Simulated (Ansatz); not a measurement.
Al₂Cu (I4/mcm), an elastic constant from a strain scan

Computed with Ansatz 0.2.0, DFT PBEsol, scalar-relativistic, plane waves, PAW. Cutoff 420 eV, Γ-centred 12×12×12 k-points, Gaussian smearing of 0.15 eV. No spin polarisation. Energies are free energies at this smearing, counted from the undisturbed cell; pressure is positive in compression.

Reference structure (relaxed at this level; with this scan's settings it stands at 0.1 GPa; it needn't be the usual structure):

```
Al Cu
1.0
    -2.99655    2.99655    2.41392
     2.99655   -2.99655    2.41392
     2.99655    2.99655   -2.41392
Al Cu
4 2
Direct
  0.15932 0.65932 0.81864
  0.65932 0.84068 0.50000
  0.84068 0.34068 0.18136
  0.34068 0.15932 0.50000
  0.75000 0.75000 0.00000
  0.25000 0.25000 0.00000
```

The cell is strained by ε times the Voigt pattern (0, 0, 0, 0, 1, 0) (xx, yy, zz, yz, xz, xy; engineering shear) with fractional coordinates fixed. The cell holds 6 atoms in V0 = 86.70 Å³. The stress column is τ = (1/V0) dE/dε, got from the stress tensor σ (compression positive) at each point as −det(1 + εP) σ : P(1 + εP)⁻¹, with P the pattern as a tensor.

| ε | ΔE (meV/atom) | τ (GPa) |
| --- | --- | --- |
| -0.0600 | ? | ? |
| -0.0300 | 1.908 | -1.375 |
| 0.0000 | 0.000 | 0.000 |
| 0.0150 | 0.487 | 0.714 |
| 0.0450 | 4.194 | 2.006 |

Which combination of elastic constants does this scan measure, and how large is it?

For small ε, τ = τ0 + Kε with K = pᵀCp, which for this pattern is C55 in the Cartesian frame shown. The parabola through τ at ε = -0.0300, 0 and 0.0150 has slope K = 47 GPa at zero. The energies per cell, E = NΔE, of the same two points give K = 2[E(ε₊)/ε₊ − E(ε₋)/ε₋]/[(ε₊ − ε₋)V0] = 47 GPa, in agreement. These are clamped-ion values.

Predict the withheld row at ε = -0.0600 from the harmonic law, and compare.

ΔE = V0(τ0 ε + Kε²/2)/N = 7.635 meV/atom and τ = -2.82 GPa. The calculation gives 7.361 meV/atom and -2.69 GPa, a miss of 3.6 % of the harmonic energy, so the harmonic law still holds here.

Forces appear on the atoms along this scan, and letting them relax would lower the energy and soften the response. In a metal these slopes depend on the k mesh and the smearing.